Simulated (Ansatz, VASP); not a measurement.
# Two plane-wave programs on CdInS2

File INCAR:

```
PREC     = Accurate       # precision mode
ENCUT    = 520            # plane-wave cutoff, eV
EDIFF    = 1E-7           # SCF threshold, eV
ISMEAR   = 0              # smearing method
SIGMA    = 0.1            # smearing width, eV
LREAL    = F              # projectors in reciprocal space
LASPH    = T              # aspherical terms in the spheres
NELM     = 80             # most SCF steps
ALGO     = Normal         # electronic algorithm
ISIF     = 2              # what is computed and relaxed
LWAVE    = F              # write WAVECAR
LCHARG   = T              # write CHGCAR
GGA      = PE             # functional
LELF     = T              # ELF
LVHAR    = T            
NBANDS   = 26             # bands
```

Contents of KPOINTS:

```
regular mesh
0
Gamma
  12 12 6
```

File POSCAR:

```
CdInS2
1.0
    4.0908313215      0.0000000000      0.0000000000
   -2.0454156608      3.5427638471      0.0000000000
    0.0000000000      0.0000000000      6.5871436488
Cd In S
1 1 2
Direct
    0.0000000000      0.0000000000      0.0000000000
    0.0000000000      0.0000000000      0.5000000000
    0.6666666700      0.3333333300      0.7675080636
    0.3333333300      0.6666666700      0.2324919364
```

Input for Ansatz:

```yaml
crystal:
  lattice:
    - [4.0908313215, 0.0, 0.0]
    - [-2.0454156608, 3.5427638471, 0.0]
    - [0.0, 0.0, 6.5871436488]
  atoms:
    - { symbol: Cd, position: [0.0, 0.0, 0.0] }
    - { symbol: In, position: [0.0, 0.0, 0.5] }
    - { symbol: S, position: [0.66666667, 0.33333333, 0.7675080636] }
    - { symbol: S, position: [0.33333333, 0.66666667, 0.2324919364] }
basis:
  ecutwfc: 420
kpoints:
  mp_grid: { grid: [12, 12, 6] }
hamiltonian:
  xc: pbe
scf:
  occupations: { method: gaussian, width: 0.1 }
output:
  forces: true
  stress: true
  eigenvalues: true
```

Alike in both runs: task single point; functional PBE; k mesh 12 × 12 × 6; occupations gaussian, width 0.1 eV; no spin polarisation.

|  | VASP | Ansatz |
| --- | --- | --- |
| version | VASP 6.6.1 | Ansatz 0.2.0 |
| potentials or method | VASP PAW PBE potentials, release 64 (Cd, In_d, S) | scalar-relativistic, plane waves, PAW |
| plane-wave cutoff (eV) | 520 | 420 |
| valence electrons in the cell | 37 | 45 |

VASP gave:

| Property | Result |
| --- | --- |
| gap on the k mesh at the Fermi level (eV) | none |
| pressure (GPa) | -3.0 |
| largest component of the traceless stress (GPa) | 3.40 |
| rms of the force components (eV/Å) | 0.051 |

Problem. Which values does Ansatz return?

Solution. gap on the k mesh at the Fermi level (eV): none; pressure (GPa): -3.1; largest component of the traceless stress (GPa): 3.39; rms of the force components (eV/Å): 0.043.

Atom by atom the forces differ by 0.009 eV/Å (rms over components). A gap of «none» marks a metal or a gap that the smearing closes. The two sets of potentials don't hold the same shells in valence.
